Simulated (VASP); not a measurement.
# Ta2N (P-3m1) in VASP: further runs

The runs below take Ta2N through single point, with PBE.

Program: VASP 6.6.1. These are calculated values, not measurements. Logs are shortened: lines on timing, memory, paths and dates and some standing lists are left out, and cuts for length are marked.

## Step 1: Starting point

Symmetry: P-3m1, No. 164, trigonal system. The conventional cell has a = 3.113 Å, b = 3.113 Å, c = 4.870 Å, α = 90.00°, β = 90.00°, γ = 120.00°. Around Ta (site symmetry 3m) lie 3 N at 2.18 Å. N (site symmetry -3m) has 6 Ta at 2.18 Å as nearest neighbours.

The cell comes from a database or a generator and needn't be the stable form of this composition.

## Step 2: Single point, PBE

INCAR

```
ADDGRID = False ; ALGO = Normal
EDIFF = 1E-5 ; ENCUT = 460
GGA = PE ; ISIF = 2
ISMEAR = 0 ; LASPH = True
LCHARG = False ; LREAL = False
LWAVE = False ; NELM = 100
PREC = Accurate ; SIGMA = 0.05
```

KPOINTS

```
k-points
0
Gamma
  6 6 4
```

POSCAR

```
Ta2N
1.0
    3.1128615060      0.0000000000      0.0000000000
   -1.5564307530      2.6958171426      0.0000000000
    0.0000000000      0.0000000000      4.8698410000
Ta N
2 1
Direct
    0.3333333333      0.6666666667      0.2547110000
    0.6666666667      0.3333333333      0.7452890000
    0.0000000000      0.0000000000      0.0000000000
```

Potentials or basis: VASP PAW PBE potentials, release 64 (Ta_pv, N).

Started as:

```bash
$ cat potpaw_PBE.64/Ta_pv/POTCAR potpaw_PBE.64/N/POTCAR > POTCAR
$ mpirun -np 1 vasp_std > vasp.out
```

OUTCAR:

```text
EDIFF = 1E-5
   ENCUT = 460
   GGA = PE
   ISIF = 2
   ISMEAR = 0
   LASPH = True
   LREAL = False
   NELM = 100
   PREC = Accurate

 Found     24 irreducible k-points:

 Following reciprocal coordinates:
            Coordinates               Weight
  0.000000  0.000000  0.000000      1.000000
  0.166667  0.000000  0.000000      6.000000
  0.333333 -0.000000  0.000000      6.000000
  0.500000  0.000000  0.000000      3.000000
  0.166667  0.166667  0.000000      6.000000
  0.333333  0.166667  0.000000     12.000000
   k-points           NKPTS =     24   k-points in BZ     NKDIM =     24   number of bands    NBANDS=     17
   number of dos      NEDOS =    301   number of ions     NIONS =      3
   total plane-waves  NPLWV =  20736
   dimension x,y,z NGX =    24 NGY =   24 NGZ =   36
   dimension x,y,z NGXF=    48 NGYF=   48 NGZF=   72
   ions per type =               2   1
   NGX,Y,Z   is equivalent  to a cutoff of  12.82, 12.82, 12.29 a.u.
   NGXF,Y,Z  is equivalent  to a cutoff of  25.63, 25.63, 24.58 a.u.
 SYSTEM =  unknown system
   PREC   = accura    normal or accurate (medium, high low for compatibility)
   ISTART =      0    job   : 0-new  1-cont  2-samecut
   ICHARG =      2    charge: 1-file 2-atom 10-const
   ISPIN  =      1    spin polarized calculation?
   LNONCOLLINEAR =      F non collinear calculations
   LSORBIT =      F    spin-orbit coupling
   LASPH  =      T    aspherical Exc in radial PAW
   ENCUT  =  460.0 eV  33.81 Ry    5.81 a.u.   5.44  5.44  8.52*2*pi/ulx,y,z
   NELM   =    100;   NELMIN=  2; NELMDL= -5     # of ELM steps
   EDIFF  = 0.1E-04   stopping-criterion for ELM
   LREAL  =      F    real-space projection
   EDIFFG = 0.1E-03   stopping-criterion for IOM
   NSW    =      0    number of steps for IOM
   IBRION =     -1    ionic relax: 0-MD 1-quasi-New 2-CG
   NFREE  =      0    steps in history (QN), initial steepest desc. (CG)
   ISIF   =      2    stress and relaxation
   ISYM   =      2    0-nonsym 1-usesym 2-fastsym
   POTIM  = 0.5000    time-step for ionic-motion
   TEBEG  =    0.0;   TEEND  =   0.0 temperature during run
   PSTRESS=    0.0 pullay stress
   NELECT =      27.0000    total number of electrons
   NUPDOWN=      -1.0000    fix difference up-down
   EMIN   =  10.00;   EMAX   =-10.00  energy-range for DOS
   EFERMI =   0.00;   METHOD = LEGACY
   ISMEAR =     0;   SIGMA  =   0.05  broadening in eV -4-tet -1-fermi 0-gaus
   EFERMI_NEDOS =   21; number of points for ismear=-14 and -15
   IALGO  =     38    algorithm
   IMIX   =      4    mixing-type and parameters
     AMIX     =   0.40;   BMIX     =  1.00
     AMIX_MAG =   1.60;   BMIX_MAG =  1.00
  volume/ion in A,a.u.               =      13.62        91.93
  Fermi-wavevector in a.u.,A,eV,Ry     =   1.425852  2.694469 27.661374  2.033054
  Thomas-Fermi vector in A             =   2.546192
   LORBIT       =      0    0 simple, 1 ext, 2 COOP (PROOUT), +10 PAW based schemes
   GGA     = PE    functional components
   LHFCALC =     F    Hartree Fock is set to
   AEXX    =    0.0000 exact exchange contribution
   IVDW    =     0    specifies the selected vdW correction
   LEPSILON=     F    determine dielectric tensor
   LRPA    =     F    only Hartree local field effects (RPA)
 non-spin polarized calculation
 Gauss-broadening in eV      SIGMA  =   0.05
  energy-cutoff  :      460.00
  volume of cell :       40.87
 maximum number of plane-waves:       930
 NGX is ok and might be reduce to    24
   NGX = 11   NGY = 11   NGZ = 17

 number of electron      26.9999996 magnetization

 Free energy of the ion-electron system (eV)
  ---------------------------------------------------
  ext. energy  EPLUGINS =         0.00000000
  ---------------------------------------------------
  free energy    TOTEN  =       -34.37633711 eV

  energy without entropy =      -34.37421669  energy(sigma->0) =      -34.37527690

 E-fermi :   7.5761     XC(G=0): -12.8469

 val. band max:        7.5645328828   @ k =   0.1667   0.0000   0.2500
 cond. band min:       7.6115338141   @ k =   0.3333  -0.0000   0.5000
 fundamental gap:      0.0470009313
 Fermi energy:         7.5760853700

 k-point     1 :       0.0000    0.0000    0.0000
  band No.  band energies     occupation
      1     -28.2230      2.00000
      2     -27.5046      2.00000
      3     -27.5046      2.00000
      4     -27.3792      2.00000
      5     -27.3792      2.00000
      6     -27.2691      2.00000
[... 9 lines left out ...]
     16       7.7458      0.00000
     17       7.7459      0.00000

 k-point     2 :       0.1667    0.0000    0.0000
  band No.  band energies     occupation
      1     -28.1440      2.00000
      2     -27.6568      2.00000
      3     -27.5575      2.00000
      4     -27.5282      2.00000
      5     -27.3933      2.00000
      6     -27.3016      2.00000
[... 9 lines left out ...]
     16       7.9930      0.00000
     17       8.9844      0.00000

 k-point     3 :       0.3333   -0.0000    0.0000
  band No.  band energies     occupation
      1     -27.9891      2.00000
      2     -27.9263      2.00000
      3     -27.7976      2.00000
      4     -27.6524      2.00000
      5     -27.4310      2.00000
      6     -27.4023      2.00000
[... 9 lines left out ...]
     16       9.8102      0.00000
     17       9.9277      0.00000

 k-point     4 :       0.5000    0.0000    0.0000
  band No.  band energies     occupation
      1     -28.1222      2.00000
      2     -27.9235      2.00000
      3     -27.8005      2.00000
      4     -27.6968      2.00000
      5     -27.5001      2.00000
      6     -27.4522      2.00000
[... 9 lines left out ...]
     16      11.1600      0.00000
     17      11.5463      0.00000

 k-point     5 :       0.1667    0.1667    0.0000
  band No.  band energies     occupation
      1     -28.0094      2.00000
      2     -27.8145      2.00000
      3     -27.8016      2.00000
      4     -27.5848      2.00000
      5     -27.4701      2.00000
      6     -27.3696      2.00000
[... 9 lines left out ...]
     16       9.7716      0.00000
     17       9.9942      0.00000

 k-point     6 :       0.3333    0.1667    0.0000
  band No.  band energies     occupation
      1     -28.0521      2.00000
      2     -27.8806      2.00000
      3     -27.8035      2.00000
      4     -27.7315      2.00000
      5     -27.5420      2.00000
      6     -27.4952      2.00000
[... 9 lines left out ...]
     16      10.2009      0.00000
     17      10.8062      0.00000

 [... further k-points ...]

------------------------ aborting loop because EDIFF is reached ----------------------------------------

  FORCE on cell =-STRESS in cart. coord.  units (eV):
  Direction    XX          YY          ZZ          XY          YZ          ZX
  --------------------------------------------------------------------------------------
  -------------------------------------------------------------------------------------
  Total       -0.3021650     -0.3021650     -0.2179721      0.0000000     -0.0000000      0.0000000
  in kB      -11.8464898    -11.8464898     -8.5456753      0.0000000     -0.0000000      0.0000000
  external PRESSURE =     -10.7462183 kB  Pullay stress =       0.0000000 kB

 VOLUME and BASIS-vectors are now :
 -----------------------------------------------------------------------------
  energy-cutoff  :      460.00
  volume of cell :       40.87
      direct lattice vectors                 reciprocal lattice vectors
     3.112861506  0.000000000  0.000000000     0.321247829  0.185472520  0.000000000
    -1.556430753  2.695817143  0.000000000     0.000000000  0.370945041  0.000000000
     0.000000000  0.000000000  4.869841000     0.000000000  0.000000000  0.205345513

 POSITION                                       TOTAL-FORCE (eV/Angst)
 -----------------------------------------------------------------------------------
     -0.00000      1.79721      1.24040        -0.000000      0.000000     -0.258610
      1.55643      0.89861      3.62944         0.000000      0.000000      0.258610
      0.00000      0.00000      0.00000         0.000000      0.000000      0.000000
 -----------------------------------------------------------------------------------
    total drift:                               -0.000000      0.000000      0.000000

  FREE ENERGIE OF THE ION-ELECTRON SYSTEM (eV)
  ---------------------------------------------------
  free  energy   TOTEN  =       -34.3763371058 eV

  energy  without entropy=      -34.3742166853  energy(sigma->0) =      -34.37527690
```

Run time: 17 s. Hardware: 1 thread of AMD EPYC 7R43 (Zen 3), shared host; peak memory 0.12 GiB.

The run converged, but some of its settings lie outside the range that counts as converged, so its numbers aren't taken as properties of the crystal.

What came out:

- Free energy: -34.3763 eV
- Pressure: -1.1 GPa
- Largest force: 0.259 eV/Å
- Band gap on the k mesh: none (metal or under the smearing width)

Caveat: the k mesh is coarse (spacing up to 0.39 Å⁻¹), so the values aren't converged; the cutoff is under 1.25 times the usual one of these potentials, so pressure, stress and relaxed cells hold a basis-set (Pulay) error.

## Step 3: Single point, PBE

INCAR: that of step 2 with these lines changed.

```diff
@@ -1,3 +1,3 @@
 ADDGRID = False ; ALGO = Normal
-EDIFF = 1E-5 ; ENCUT = 460
+EDIFF = 1E-6 ; ENCUT = 460
 GGA = PE ; ISIF = 2
```

KPOINTS is that of step 2.

POSCAR is that of step 2.

Potentials or basis: VASP PAW PBE potentials, release 64 (Ta_pv, N).

Started as:

```bash
$ cat potpaw_PBE.64/Ta_pv/POTCAR potpaw_PBE.64/N/POTCAR > POTCAR
$ mpirun -np 1 vasp_std > vasp.out
```

OUTCAR:

```text
EDIFF = 1E-6
   ENCUT = 460
   GGA = PE
   ISIF = 2
   ISMEAR = 0
   LASPH = True
   LREAL = False
   NELM = 100
   PREC = Accurate

 Found     24 irreducible k-points:

 Following reciprocal coordinates:
            Coordinates               Weight
  0.000000  0.000000  0.000000      1.000000
  0.166667  0.000000  0.000000      6.000000
  0.333333 -0.000000  0.000000      6.000000
  0.500000  0.000000  0.000000      3.000000
  0.166667  0.166667  0.000000      6.000000
  0.333333  0.166667  0.000000     12.000000
   k-points           NKPTS =     24   k-points in BZ     NKDIM =     24   number of bands    NBANDS=     17
   number of dos      NEDOS =    301   number of ions     NIONS =      3
   total plane-waves  NPLWV =  20736
   dimension x,y,z NGX =    24 NGY =   24 NGZ =   36
   dimension x,y,z NGXF=    48 NGYF=   48 NGZF=   72
   ions per type =               2   1
   NGX,Y,Z   is equivalent  to a cutoff of  12.82, 12.82, 12.29 a.u.
   NGXF,Y,Z  is equivalent  to a cutoff of  25.63, 25.63, 24.58 a.u.
 SYSTEM =  unknown system
   PREC   = accura    normal or accurate (medium, high low for compatibility)
   ISTART =      0    job   : 0-new  1-cont  2-samecut
   ICHARG =      2    charge: 1-file 2-atom 10-const
   ISPIN  =      1    spin polarized calculation?
   LNONCOLLINEAR =      F non collinear calculations
   LSORBIT =      F    spin-orbit coupling
   LASPH  =      T    aspherical Exc in radial PAW
   ENCUT  =  460.0 eV  33.81 Ry    5.81 a.u.   5.44  5.44  8.52*2*pi/ulx,y,z
   NELM   =    100;   NELMIN=  2; NELMDL= -5     # of ELM steps
   EDIFF  = 0.1E-05   stopping-criterion for ELM
   LREAL  =      F    real-space projection
   EDIFFG = 0.1E-04   stopping-criterion for IOM
   NSW    =      0    number of steps for IOM
   IBRION =     -1    ionic relax: 0-MD 1-quasi-New 2-CG
   NFREE  =      0    steps in history (QN), initial steepest desc. (CG)
   ISIF   =      2    stress and relaxation
   ISYM   =      2    0-nonsym 1-usesym 2-fastsym
   POTIM  = 0.5000    time-step for ionic-motion
   TEBEG  =    0.0;   TEEND  =   0.0 temperature during run
   PSTRESS=    0.0 pullay stress
   NELECT =      27.0000    total number of electrons
   NUPDOWN=      -1.0000    fix difference up-down
   EMIN   =  10.00;   EMAX   =-10.00  energy-range for DOS
   EFERMI =   0.00;   METHOD = LEGACY
   ISMEAR =     0;   SIGMA  =   0.05  broadening in eV -4-tet -1-fermi 0-gaus
   EFERMI_NEDOS =   21; number of points for ismear=-14 and -15
   IALGO  =     38    algorithm
   IMIX   =      4    mixing-type and parameters
     AMIX     =   0.40;   BMIX     =  1.00
     AMIX_MAG =   1.60;   BMIX_MAG =  1.00
  volume/ion in A,a.u.               =      13.62        91.93
  Fermi-wavevector in a.u.,A,eV,Ry     =   1.425852  2.694469 27.661374  2.033054
  Thomas-Fermi vector in A             =   2.546192
   LORBIT       =      0    0 simple, 1 ext, 2 COOP (PROOUT), +10 PAW based schemes
   GGA     = PE    functional components
   LHFCALC =     F    Hartree Fock is set to
   AEXX    =    0.0000 exact exchange contribution
   IVDW    =     0    specifies the selected vdW correction
   LEPSILON=     F    determine dielectric tensor
   LRPA    =     F    only Hartree local field effects (RPA)
 non-spin polarized calculation
 Gauss-broadening in eV      SIGMA  =   0.05
  energy-cutoff  :      460.00
  volume of cell :       40.87
 maximum number of plane-waves:       930
 NGX is ok and might be reduce to    24
   NGX = 11   NGY = 11   NGZ = 17

 number of electron      26.9999996 magnetization

 Free energy of the ion-electron system (eV)
  ---------------------------------------------------
  ext. energy  EPLUGINS =         0.00000000
  ---------------------------------------------------
  free energy    TOTEN  =       -34.37633716 eV

  energy without entropy =      -34.37421674  energy(sigma->0) =      -34.37527695

 E-fermi :   7.5761     XC(G=0): -12.8469

 val. band max:        7.5645328812   @ k =   0.1667   0.0000   0.2500
 cond. band min:       7.6115337893   @ k =   0.3333  -0.0000   0.5000
 fundamental gap:      0.0470009082
 Fermi energy:         7.5760853604

 k-point     1 :       0.0000    0.0000    0.0000
  band No.  band energies     occupation
      1     -28.2230      2.00000
      2     -27.5046      2.00000
      3     -27.5046      2.00000
      4     -27.3792      2.00000
      5     -27.3792      2.00000
      6     -27.2691      2.00000
[... 9 lines left out ...]
     16       7.7458      0.00000
     17       7.7459      0.00000
[... 81 lines left out ...]
 k-point     6 :       0.3333    0.1667    0.0000
  band No.  band energies     occupation
      1     -28.0521      2.00000
      2     -27.8806      2.00000
      3     -27.8035      2.00000
      4     -27.7315      2.00000
      5     -27.5420      2.00000
      6     -27.4952      2.00000
[... 9 lines left out ...]
     16      10.2009      0.00000
     17      10.8062      0.00000

 [... further k-points ...]

------------------------ aborting loop because EDIFF is reached ----------------------------------------

  FORCE on cell =-STRESS in cart. coord.  units (eV):
  Direction    XX          YY          ZZ          XY          YZ          ZX
  --------------------------------------------------------------------------------------
  -------------------------------------------------------------------------------------
  Total       -0.3031905     -0.3031905     -0.2189561      0.0000000      0.0000000      0.0000000
  in kB      -11.8866973    -11.8866973     -8.5842538      0.0000000      0.0000000      0.0000000
  external PRESSURE =     -10.7858828 kB  Pullay stress =       0.0000000 kB

 VOLUME and BASIS-vectors are now :
 -----------------------------------------------------------------------------
  energy-cutoff  :      460.00
  volume of cell :       40.87
      direct lattice vectors                 reciprocal lattice vectors
     3.112861506  0.000000000  0.000000000     0.321247829  0.185472520  0.000000000
    -1.556430753  2.695817143  0.000000000     0.000000000  0.370945041  0.000000000
     0.000000000  0.000000000  4.869841000     0.000000000  0.000000000  0.205345513

 POSITION                                       TOTAL-FORCE (eV/Angst)
 -----------------------------------------------------------------------------------
     -0.00000      1.79721      1.24040         0.000000     -0.000000     -0.258224
      1.55643      0.89861      3.62944        -0.000000      0.000000      0.258224
      0.00000      0.00000      0.00000        -0.000000      0.000000      0.000000
 -----------------------------------------------------------------------------------
    total drift:                               -0.000000      0.000000      0.000000

  FREE ENERGIE OF THE ION-ELECTRON SYSTEM (eV)
  ---------------------------------------------------
  free  energy   TOTEN  =       -34.3763371568 eV

  energy  without entropy=      -34.3742167359  energy(sigma->0) =      -34.37527695
```

stdout:

```text
POSCAR found type information on POSCAR TaN
 POSCAR found :  2 types and       3 ions
 scaLAPACK will be used
 LDA part: xc-table for (Slater+PW92), standard interpolation
 POSCAR, INCAR and KPOINTS ok, starting setup
 FFT: planning ... GRIDC
 FFT: planning ... GRID_SOFT
 FFT: planning ... GRID
 WAVECAR not read
 entering main loop
```

Run time: 21 s. Hardware: 1 thread of AMD EPYC 7R43 (Zen 3), shared host; peak memory 0.12 GiB.

These settings aren't checked as converged: the numbers below hold their error.

Results:

| Quantity | Value |
| --- | --- |
| Free energy | -34.3763 eV |
| Pressure | -1.1 GPa |
| Largest force | 0.258 eV/Å |
| Band gap on the k mesh | none (metal or under the smearing width) |

Caveat: the k mesh is coarse (spacing up to 0.39 Å⁻¹), so the values aren't converged; the cutoff is under 1.25 times the usual one of these potentials, so pressure, stress and relaxed cells hold a basis-set (Pulay) error.

## Step 4: For comparison

An earlier run on the cell as given: functional PBE; potentials or basis VASP PAW PBE potentials, release 64 (Ta_pv, N); cutoff 520 eV; k mesh 10 × 10 × 6; occupations fermi-dirac, width 0.05 eV; no spin polarisation.

* Pressure: -0.8 GPa
* Largest force: 0.027 eV/Å
* Band gap on the k mesh: none (metal or under the smearing width)
